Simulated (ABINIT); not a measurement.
# InP (F-43m): third-order response, part 2 of 3

Wanted: vibrational spectra of InP (F-43m) from linear and non-linear response.

ABINIT 10.8.3; DFT LDA, scalar-relativistic, plane waves, PseudoDojo norm-conserving pseudopotentials.

So far. Step 3 (Relaxation): The volume changes by -1.9 % in this run and stands -1.9 % from the first cell. Step 4 (Self-consistent run for the response): The cell stands at -0.58 GPa: the relaxation ran with a smoothed and higher cutoff and on another k mesh. The relaxed cell has a = 5.823 Å (conventional setting).

The database entry behind the starting cell differs from later determinations by our own check (0.1 to 0.3 % short, probably kX units), so it need not match the best structure at ambient conditions.

## Step 6: Linear response at Γ

The derivative of the wavefunctions by k comes first, since the response to a field is built on it; then the field and the displacements that symmetry doesn't supply are solved at q = 0. By the 2n+1 theorem the first-order wavefunctions also give third derivatives: Raman tensors and the non-linear susceptibility.

It reads the wavefunctions written in step 4.

The input, dfpt_gamma.abi:

```
ndtset 3

# common to the responses
getwfk_filepath "gso_WFK"
kptopt 2
nqpt 1
qpt 0.0 0.0 0.0
asr 0
chneut 0

# d/dk
rfelfd1 2
rfdir1 1 1 1
iscf1 -3
tolwfr1 1.0d-20

# displacements, field
rfphon2 1
rfatpol2 1 2
rfdir2 1 1 1
rfelfd2 3
getddk2 1
tolvrs2 1.0d-10
prepanl2 1
prtden2 1

# third order
optdriver3 5
getden_filepath3 "gso_DEN"
get1den3 2
get1wf3 2
getddk3 1
d3e_pert1_elfd3 1
d3e_pert1_phon3 1
d3e_pert1_atpol3 1 2
d3e_pert1_dir3 1 1 1
d3e_pert2_elfd3 1
d3e_pert2_dir3 1 1 1
d3e_pert3_elfd3 1
d3e_pert3_dir3 1 1 1
usepead3 1
tolvrs3 1.0d-10

# basis, mesh and filling
ecut 31.0
ngkpt 8 8 8
nshiftk 4
shiftk 
    0.5 0.5 0.5
    0.5 0.0 0.0
    0.0 0.5 0.0
    0.0 0.0 0.5
istwfk *1
occopt 1
nband 9
nstep 100
diemac 9.0
prtebands 0
prtgsr 0

# cell and atoms
acell 7.78086189 7.78086189 7.78086189
rprim 
    -0.7071067812 0.0 0.7071067812
    0.0 0.7071067812 0.7071067812
    -0.7071067812 0.7071067812 0.0
ntypat 2
znucl 49 15
natom 2
typat 1 2
xred 
    0.0 0.0 0.0
    0.25 0.25 0.25
pp_dirpath "./pseudo"
pseudos "In.upf, P.upf"
```

The run is started by

```
$ OMP_NUM_THREADS=1 mpirun -n 4 abinit dfpt_gamma.abi > dfpt_gamma.log
```

Numbers of over 12 decimals in the logs are rounded to 6 here.

dfpt_gamma.abo, the main output file:

```text
[banners, grids, parts of the stress and lines that vanish by symmetry left out]
- input  file    -> dfpt_gamma.abi
- output file    -> dfpt_gamma.abo
- root for input  files -> dfpt_gammai
[...]
DATASET    1 : space group F-4 3 m (#216); Bravais cF (face-center cubic)
[...]
nfft =       64000          nkpt =        1024
[...]
DATASET    2 : space group F-4 3 m (#216); Bravais cF (face-center cubic)
[...]
nfft =       64000          nkpt =        1024
[...]
DATASET    3 : space group F-4 3 m (#216); Bravais cF (face-center cubic)
[...]
mpw =        2764          nfft =       64000          nkpt =        1024
[...]
== DATASET  1 ==================================================================
[...]
cutoff_energies: {ecut:  31.0, pawecutdg:  -1.0, }
[...]
- 15.00000   5.00000  180309                  znucl, zion, pspdat
[...]
Perturbation : derivative vs k along direction   1
[...]
-ETOT  1  -32.904585213750     -3.290E+01 1.485E+00 0.000E+00
 ETOT  2  -33.057616621747     -1.530E-01 4.594E-01 0.000E+00
 ETOT  3  -33.065774984358     -8.158E-03 7.378E-02 0.000E+00
 ETOT  4  -33.066831047653     -1.056E-03 2.414E-02 0.000E+00
 ETOT  5  -33.067043127910     -2.121E-04 4.514E-03 0.000E+00
[...]
At SCF step   39   max residual=  9.99E-21 < tolwfr=  1.00E-20 =>converged.
[...]
Perturbation : derivative vs k along direction   2
[...]
-ETOT  1  -32.904585213606     -3.290E+01 1.485E+00 0.000E+00
[...]
At SCF step   39   max residual=  1.00E-20 < tolwfr=  1.00E-20 =>converged.
[...]
Perturbation : derivative vs k along direction   3
[...]
-ETOT  1  -32.904585213463     -3.290E+01 1.485E+00 0.000E+00
[...]
At SCF step   39   max residual=  9.99E-21 < tolwfr=  1.00E-20 =>converged.
[...]
1        1       2.2075867617   -0.0000000000
     1        2      -1.1037933809   -0.0000000000
     1        3      -1.1037933808    0.0000000000
     2        1      -1.1037933809   -0.0000000000
     2        2       2.2075867617    0.0000000000
     2        3       1.1037933808    0.0000000000
     3        1      -1.1037933808    0.0000000000
     3        2       1.1037933808    0.0000000000
     3        3       2.2075867617   -0.0000000000
[...]
== DATASET  2 ==================================================================
[...]
cutoff_energies: {ecut:  31.0, pawecutdg:  -1.0, }
[...]
Perturbation : displacement of atom   1   along direction   1
[...]
-ETOT  1   13.320462540597     -1.559E+04 2.656E+01 2.177E+02
[...]
At SCF step   13       vres2   =  2.47E-11 < tolvrs=  1.00E-10 =>converged.
[...]
Perturbation : displacement of atom   2   along direction   1
[...]
-ETOT  1   5.888506     -2.143E+02 2.535E+00 8.052E+02
[...]
At SCF step   14       vres2   =  5.15E-11 < tolvrs=  1.00E-10 =>converged.
[...]
Perturbation : homogeneous electric field along direction   1
[...]
-ETOT  1  -252.12514458788     -2.521E+02 4.735E+02 4.520E+04
[...]
At SCF step   20       vres2   =  6.63E-11 < tolvrs=  1.00E-10 =>converged.
[...]
Perturbation : homogeneous electric field along direction   2
[...]
-ETOT  1  -252.12514459032     -2.521E+02 4.735E+02 4.520E+04
[...]
At SCF step   20       vres2   =  6.63E-11 < tolvrs=  1.00E-10 =>converged.
[...]
Perturbation : homogeneous electric field along direction   3
[...]
-ETOT  1  -252.12514459275     -2.521E+02 4.735E+02 4.520E+04
[...]
ETOT 19  -273.05115566387     -1.560E-10 6.079E-09 2.369E-10
 ETOT 20  -273.05115566391     -3.843E-11 9.077E-10 6.631E-11
 At SCF step   20       vres2   =  6.63E-11 < tolvrs=  1.00E-10 =>converged.
[...]
Dielectric tensor, in cartesian coordinates,
[...]
1    4   1    4        11.5314979852        -0.0000000000
   1    4   2    4        -0.0000000000        -0.0000000000
   1    4   3    4        -0.0000000000        -0.0000000000
   2    4   1    4        -0.0000000000        -0.0000000000
   2    4   2    4        11.5314979852        -0.0000000000
   2    4   3    4        -0.0000000000        -0.0000000000
   3    4   1    4        -0.0000000000        -0.0000000000
   3    4   2    4         0.0000000000        -0.0000000000
   3    4   3    4        11.5314979852        -0.0000000000
  Effective charges, in cartesian coordinates,
[...]
1    1   1    4         2.4573924781         0.0000000000
   2    1   1    4        -0.0000000000         0.0000000000
   3    1   1    4         0.0000000000         0.0000000000
   1    2   1    4        -2.4623856683         0.0000000000
   2    2   1    4         0.0000000000         0.0000000000
[...]
Effective charges, in cartesian coordinates,
[...]
2    4   1    2         0.0000000000         0.0000000000
   3    4   1    2         0.0000000000         0.0000000000
   1    4   2    2         0.0000000000         0.0000000000
   2    4   2    2        -2.4623831810         0.0000000000
   3    4   2    2         0.0000000000         0.0000000000
   1    4   3    2        -0.0000000000         0.0000000000
   2    4   3    2         0.0000000000         0.0000000000
   3    4   3    2        -2.4623831810         0.0000000000
  Phonon wavevector (reduced coordinates) :  0.00000  0.00000  0.00000
 Phonon energies in Hartree :
[...]
Phonon frequencies in cm-1    :
-  3.553444E-01  3.553445E-01  3.553448E-01  3.041281E+02  3.041281E+02
-  3.041281E+02
  Phonon at Gamma, with non-analyticity in the
[...]
Phonon energies in Hartree :
[...]
Phonon frequencies in cm-1    :
-  3.553444E-01  3.553445E-01  3.718675E-01  3.041281E+02  3.041281E+02
-  3.375852E+02
  Phonon at Gamma, with non-analyticity in the
[...]
Phonon energies in Hartree :
[...]
Phonon frequencies in cm-1    :
-  3.553444E-01  3.553448E-01  3.718672E-01  3.041281E+02  3.041281E+02
-  3.375852E+02
  Phonon at Gamma, with non-analyticity in the
[...]
Phonon energies in Hartree :
[...]
Phonon frequencies in cm-1    :
-  3.553445E-01  3.553448E-01  3.718671E-01  3.041281E+02  3.041281E+02
-  3.375852E+02
[...]
== DATASET  3 ==================================================================
[...]
cutoff_energies: {ecut:  31.0, pawecutdg:  -1.0, }
[...]
j1 : displacement of atom   1 along direction   1
[...]
j1 : displacement of atom   2 along direction   1
[...]
j2 : displacement of atom   1 along direction   1
[...]
j2 : displacement of atom   2 along direction   1
[...]
j2 : displacement of atom   1 along direction   1
[...]
j2 : displacement of atom   2 along direction   1
[...]
1          1        0.000000017       -0.000000009       -0.000000009
[...]
1          2       -0.000000000       -0.000000000        0.194457061
[...]
1          3       -0.000000000        0.194457069        0.000000009
[...]
2          1        0.000000100       -0.000000050       -0.000000050
[...]
2          2       -0.000000000        0.000000000       -0.194271511
[...]
2          3       -0.000000000       -0.194271461        0.000000050
[...]
strten2     0.0000000000E+00  0.0000000000E+00  0.0000000000E+00
           strten3     0.0000000000E+00  0.0000000000E+00  0.0000000000E+00
================================================================================
```

It took 67 min on 4 MPI ranks of Arm Neoverse V1, shared host.

Read from the output:

```yaml
miss_of_the_charge_sum_rule: 0.004993 e
largest_acoustic_frequency_at_the_zone_centre_before_the_sum_rule: 0.36 cm⁻¹
highest_optical_zone_centre_mode_no_lo_to_term: 304.1 cm⁻¹
lowest_optical_zone_centre_mode: 304.1 cm⁻¹
mean_high_frequency_dielectric_constant: 11.53
largest_born_charge_in_size_third_of_the_trace: 2.462 e
```

Born charge (rows field, columns displacement), before the sum rule (e), principal values of the symmetric part by kind of site:

| atom | atoms with these values | low | middle | high | mean |
| --- | --- | --- | --- | --- | --- |
| In1 | 1 | 2.46 | 2.46 | 2.46 | 2.46 |
| P2 | 1 | -2.46 | -2.46 | -2.46 | -2.46 |

In full for In1:

```
2.46 0.00 0.00
0.00 2.46 0.00
0.00 0.00 2.46
```

High-frequency dielectric tensor:

```
11.53  0.00  0.00
 0.00 11.53  0.00
 0.00  0.00 11.53
```

The acoustic modes at Γ come out as far as 0.4 cm⁻¹ from zero, where they should vanish, a small numerical error; the Born charges miss their sum rule by 0.0050 e, which is good.

## Step 7: Zone-centre analysis

anaddb reads the merged derivatives, imposes the acoustic sum rule and charge neutrality, and adds the LO-TO term along chosen directions.

The input, anaddb.abi:

```
ddb_filepath "gamma_DDB"
output_file "anaddb.abo"
outdata_prefix "anaddb"
asr 1
chneut 1
enunit 2
eivec 1
nph1l 1
qph1l 0.0 0.0 0.0 1.0
dieflag 1
nph2l 3
qph2l 
    1.0 0.0 0.0 0.0
    0.0 0.0 1.0 0.0
    1.0 1.0 1.0 0.0
nlflag 1
ramansr 1
alphon 1
prtmbm 1
```

The input, mrgddb.in:

```
gamma_DDB
merged
3
dfpt_gammao_DS2_DDB
dfpt_gammao_DS3_DDB
gso_DDB
```

The run is started by

```
$ mrgddb < mrgddb.in > mrgddb.log
$ OMP_NUM_THREADS=1 anaddb anaddb.abi > anaddb.log
```

anaddb.abo, the main output file:

```text
[banners, grids, parts of the stress and lines that vanish by symmetry left out]
-outvars_anaddb: echo values of input variables ----------------------

 Flags :
[...]
Dielectric Tensor and Effective Charges
[...]
Effective charge tensors after
[...]
1          1       -0.000000041        0.000000021        0.000000021
[...]
1          2       -0.000000000       -0.000000000        0.194364286
[...]
1          3       -0.000000000        0.194364265       -0.000000021
[...]
2          1        0.000000041       -0.000000021       -0.000000021
[...]
2          2       -0.000000000        0.000000000       -0.194364286
[...]
2          3       -0.000000000       -0.194364265        0.000000021
[...]
Phonon wavevector (reduced coordinates) :  0.00000  0.00000  0.00000
 Phonon energies in Hartree :
[...]
Phonon energies in meV     :
-  0.000000E+00  0.000000E+00  0.000000E+00  3.770706E+01  3.770706E+01
-  3.770706E+01
 Phonon frequencies in cm-1    :
-  0.000000E+00  0.000000E+00  0.000000E+00  3.041280E+02  3.041280E+02
-  3.041280E+02
 Phonon frequencies in Thz     :
-  0.000000E+00  0.000000E+00  0.000000E+00  9.117527E+00  9.117527E+00
-  9.117527E+00
 Phonon energies in Kelvin  :
-  0.000000E+00  0.000000E+00  0.000000E+00  4.375723E+02  4.375723E+02
-  4.375723E+02
[...]
-  1  0.00000000E+00  0.00000000E+00 -1.93977110E-03
-     0.00000000E+00  0.00000000E+00  0.00000000E+00
-  2  0.00000000E+00  0.00000000E+00 -1.93977096E-03
-     0.00000000E+00  0.00000000E+00  0.00000000E+00
[...]
-  1  0.00000000E+00 -1.93977110E-03  0.00000000E+00
-     0.00000000E+00  0.00000000E+00  0.00000000E+00
-  2  0.00000000E+00 -1.93977096E-03  0.00000000E+00
-     0.00000000E+00  0.00000000E+00  0.00000000E+00
[...]
-  1  1.93977110E-03  0.00000000E+00  0.00000000E+00
-     0.00000000E+00  0.00000000E+00  0.00000000E+00
-  2  1.93977096E-03  0.00000000E+00  0.00000000E+00
-     0.00000000E+00  0.00000000E+00  0.00000000E+00
[...]
-  1  0.00000000E+00  0.00000000E+00 -1.00748516E-03
-     0.00000000E+00  0.00000000E+00  0.00000000E+00
-  2 -1.33662717E-07  3.34904026E-07  3.73475636E-03
-     0.00000000E+00  0.00000000E+00  0.00000000E+00
[...]
-  1  0.00000000E+00 -1.00748516E-03  0.00000000E+00
-     0.00000000E+00  0.00000000E+00  0.00000000E+00
-  2 -1.32001527E-07  3.73475636E-03 -3.34908750E-07
-     0.00000000E+00  0.00000000E+00  0.00000000E+00
[...]
-  1  1.00748517E-03  0.00000000E+00  0.00000000E+00
-     0.00000000E+00  0.00000000E+00  0.00000000E+00
-  2 -3.73475637E-03 -1.32013512E-07 -1.33650880E-07
-     0.00000000E+00  0.00000000E+00  0.00000000E+00
[...]
-     1          0.000000    -0.000000    -0.000000     0.000000
-     2          0.000000    -0.000000    -0.000000     0.000000
-     3          0.000000    -0.000000    -0.000000     0.000000
-     4          0.000000    -0.000000    -3.015668     3.015668
-     5         -0.000000    -3.015668     0.000000     3.015668
-     6          3.015668    -0.000000    -0.000000     3.015668
[...]
-   1     Real    0.0000E+00  0.0000E+00  0.0000E+00  0.0000E+00  0.0000E+00  0.0000E+00  0.0000E+00
[...]
-   2     Real    0.0000E+00  0.0000E+00  0.0000E+00  0.0000E+00  0.0000E+00  0.0000E+00  0.0000E+00
[...]
-   3     Real    0.0000E+00  0.0000E+00  0.0000E+00  0.0000E+00  0.0000E+00  0.0000E+00  0.0000E+00
[...]
-   4     Real    0.0000E+00  0.0000E+00  1.3608E-04  0.0000E+00  0.0000E+00  0.0000E+00  1.3608E-04
[...]
-   5     Real    0.0000E+00  1.3608E-04  0.0000E+00  0.0000E+00  0.0000E+00  0.0000E+00  1.3608E-04
[...]
-   6     Real    1.3608E-04  0.0000E+00  0.0000E+00  0.0000E+00  0.0000E+00  0.0000E+00  1.3608E-04
[...]
-        -0.000000000      -0.000000000       0.000000000
-        -0.000000000      -0.000000000      -0.000000000
[...]
Phonon at Gamma, with non-analyticity in the
[...]
Phonon energies in Hartree :
[...]
Phonon energies in meV     :
-  0.000000E+00  0.000000E+00  0.000000E+00  3.770706E+01  3.770706E+01
-  4.185062E+01
 Phonon frequencies in cm-1    :
-  0.000000E+00  0.000000E+00  0.000000E+00  3.041280E+02  3.041280E+02
-  3.375480E+02
 Phonon frequencies in Thz     :
-  0.000000E+00  0.000000E+00  0.000000E+00  9.117527E+00  9.117527E+00
-  1.011944E+01
 Phonon energies in Kelvin  :
-  0.000000E+00  0.000000E+00  0.000000E+00  4.375723E+02  4.375723E+02
-  4.856563E+02
[...]
-  1  0.00000000E+00  0.00000000E+00 -1.93977110E-03
[...]
-  2  0.00000000E+00  0.00000000E+00 -1.93977096E-03
[...]
Phonon at Gamma, with non-analyticity in the
[...]
Phonon energies in Hartree :
[...]
Phonon energies in meV     :
-  0.000000E+00  0.000000E+00  0.000000E+00  3.770706E+01  3.770706E+01
-  4.185062E+01
 Phonon frequencies in cm-1    :
-  0.000000E+00  0.000000E+00  0.000000E+00  3.041280E+02  3.041280E+02
-  3.375480E+02
 Phonon frequencies in Thz     :
-  0.000000E+00  0.000000E+00  0.000000E+00  9.117527E+00  9.117527E+00
-  1.011944E+01
 Phonon energies in Kelvin  :
-  0.000000E+00  0.000000E+00  0.000000E+00  4.375723E+02  4.375723E+02
-  4.856563E+02
[...]
Phonon at Gamma, with non-analyticity in the
[...]
Phonon energies in Hartree :
[...]
Phonon energies in meV     :
-  0.000000E+00  0.000000E+00  0.000000E+00  3.770706E+01  3.770706E+01
-  4.185062E+01
 Phonon frequencies in cm-1    :
-  0.000000E+00  0.000000E+00  0.000000E+00  3.041280E+02  3.041280E+02
-  3.375480E+02
 Phonon frequencies in Thz     :
-  0.000000E+00  0.000000E+00  0.000000E+00  9.117527E+00  9.117527E+00
-  1.011944E+01
 Phonon energies in Kelvin  :
-  0.000000E+00  0.000000E+00  0.000000E+00  4.375723E+02  4.375723E+02
-  4.856563E+02
[...]
-  1  0.00000000E+00 -1.93977110E-03  0.00000000E+00
[...]
-  2  0.00000000E+00 -1.93977097E-03  0.00000000E+00
[...]
-  1  1.93977110E-03  0.00000000E+00  0.00000000E+00
[...]
-  2  1.93977097E-03  0.00000000E+00  0.00000000E+00
[...]
-  1  1.39718585E-04  6.32189296E-04 -7.71907881E-04
[...]
-  2 -5.17938020E-04 -2.34353128E-03  2.86146930E-03
[...]
-  1  8.10655883E-04 -5.26327785E-04 -2.84328098E-04
[...]
-  2 -3.00510848E-03  1.95110172E-03  1.05400676E-03
[...]
-         0.000000000       0.000000000       0.000000001
-         0.000000000       0.000000001       0.000000000
[...]
-        -0.000000000      -0.012888755       0.010555839
-        -0.012888755       0.000000000       0.002332918
-         0.010555839       0.002332918      -0.000000003
[...]
-        -0.000000003      -0.004747502      -0.008788237
-        -0.004747502      -0.000000000       0.013535740
-        -0.008788237       0.013535740      -0.000000001
[...]
Direction                     Dielectric constant
[...]
0.00000   0.00000   1.00000     14.20509559
   1.00000   1.00000   1.00000     14.20509559
-
```

Run time: 0.78 s. Hardware: 1 thread.

Read from the output:

```
mean static dielectric constant      : 14.21
highest mode moved by the LO-TO term : 337.6 cm⁻¹
```

No LO-TO term; unit eigenvectors of the mass-weighted matrix, from anaddb's displacements. The modes at Γ (shares of kinetic energy by element, %):

| mode | frequency (cm⁻¹) | symmetry | In % | P % |
| --- | --- | --- | --- | --- |
| 1 | 0.0 | acoustic | 79 | 21 |
| 2 | 0.0 | acoustic | 79 | 21 |
| 3 | 0.0 | acoustic | 79 | 21 |
| 4 | 304.1 | T2 | 21 | 79 |
| 5 | 304.1 | T2 | 21 | 79 |
| 6 | 304.1 | T2 | 21 | 79 |

Displacements in mode 4 (304.1 cm⁻¹), the largest set to 1:
```
In1  0.00  0.00 -0.27
P2   0.00  0.00  1.00
```

Trace of the oscillator strength, degenerate modes summed. Lines of the infrared spectrum (strongest = 100):

| position (cm⁻¹) | lines merged | IR intensity, relative |
| --- | --- | --- |
| 304 | 3 | 100 |

From anaddb's Raman susceptibilities, degenerate modes summed; transverse modes, the longitudinal lines of polar modes are not listed. Lines of the Raman spectrum (strongest = 100):

| position (cm⁻¹) | lines merged | Raman activity (Å⁴/amu), powder, relative |
| --- | --- | --- |
| 304 | 3 | 100 |

Static dielectric tensor (ions relaxed, fixed cell):

```
14.21  0.00  0.00
 0.00 14.21  0.00
 0.00  0.00 14.21
```

Non-linear optical d (pm/V). Tensor:

| field along | xx | yy | zz | yz | xz | xy |
| --- | --- | --- | --- | --- | --- | --- |
| x | 0 | 0 | 0 | -93.72 | 0 | 0 |
| y | 0 | 0 | 0 | 0 | -93.72 | 0 |
| z | 0 | 0 | 0 | 0 | 0 | -93.72 |

The rule moves no optical mode by more than 0.1 cm⁻¹.

[end of part 2 of 3]

[Host names and launcher messages were left out of these logs when they were recorded.]

[Logs are printed without paths, hosts, clocks, repeated set-up lines and the standing remarks that a program may print on its own settings, such as how far it seeks lower states.]

[Hosts, paths, dates, database ids (printed as entryN), source tags and the programs' standing remarks are cut or masked in the printed files.]
